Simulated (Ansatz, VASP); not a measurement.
## Two plane-wave programs on BN

INCAR

```
SYSTEM = BN
ALGO = Normal
EDIFF = 1E-6
ENCUT = 520
GGA = PS
ISIF = 2
ISMEAR = 0
LASPH = .TRUE.
LCHARG = .FALSE.
LREAL = .FALSE.
LWAVE = .FALSE.
NBANDS = 16
NELM = 100
PREC = Accurate
SIGMA = 0.05
```

The input KPOINTS:

```
k-points
0
G
  12 12 4
  0 0 0
```

File POSCAR:

```
BN
1.0
    2.5647627790      0.0000000000      0.0000000000
   -1.2823813895      2.2211497213      0.0000000000
    0.0000000000      0.0000000000      6.5427098492
B N
2 2
Direct
    0.3333333333      0.6666666667      0.2500000000
    0.6666666667      0.3333333333      0.7500000000
    0.3333333333      0.6666666667      0.7500000000
    0.6666666667      0.3333333333      0.2500000000
```

Input for Ansatz:

```yaml
crystal:
  lattice:
    - [2.564762779, 0.0, 0.0]
    - [-1.2823813895, 2.2211497213, 0.0]
    - [0.0, 0.0, 6.5427098492]
  atoms:
    - { symbol: B, position: [0.3333333333, 0.6666666667, 0.25] }
    - { symbol: B, position: [0.6666666667, 0.3333333333, 0.75] }
    - { symbol: "N", position: [0.3333333333, 0.6666666667, 0.75] }
    - { symbol: "N", position: [0.6666666667, 0.3333333333, 0.25] }
basis:
  ecutwfc: 520.0
kpoints:
  mp_grid: { grid: [12, 12, 4] }
hamiltonian:
  xc: pbesol
  pseudopotentials: { kind: paw, azcp: { folder: soft_1 } }
scf:
  occupations: { method: gaussian, width: 0.05 }
output:
  forces: true
  stress: true
  eigenvalues: true
```

Alike in both runs: task single point; functional PBEsol; k mesh 12 × 12 × 4; occupations gaussian, width 0.05 eV; no spin polarisation.

|  | VASP | Ansatz |
| --- | --- | --- |
| version | VASP 6.6.1 | Ansatz 0.2.0 |
| potentials or method | VASP PAW PBE potentials, release 64 (B, N) | scalar-relativistic, plane waves, PAW |
| plane-wave cutoff (eV) | 520 | 520 |
| valence electrons in the cell | 16 | 16 |

```tsv
	VASP	Ansatz	Ansatz less VASP
gap on the k mesh at the Fermi level (eV)	4.00	4.01	+0.006
least direct gap on the mesh (eV)	4.36	4.36	+0.006
pressure (GPa)	-15.0	-15.4	-0.40
largest component of the traceless stress (GPa)	15.96	16.50	+0.534
```

Ansatz warned: «pseudo_functional_mismatch».

Caveats: the PAW data sets were made with another functional, which shifts forces and pressure a little (VASP); this functional lacks dispersion, which binds the layers, so the pressure and a relaxed spacing across them are unreliable. A k mesh can miss the band edges.
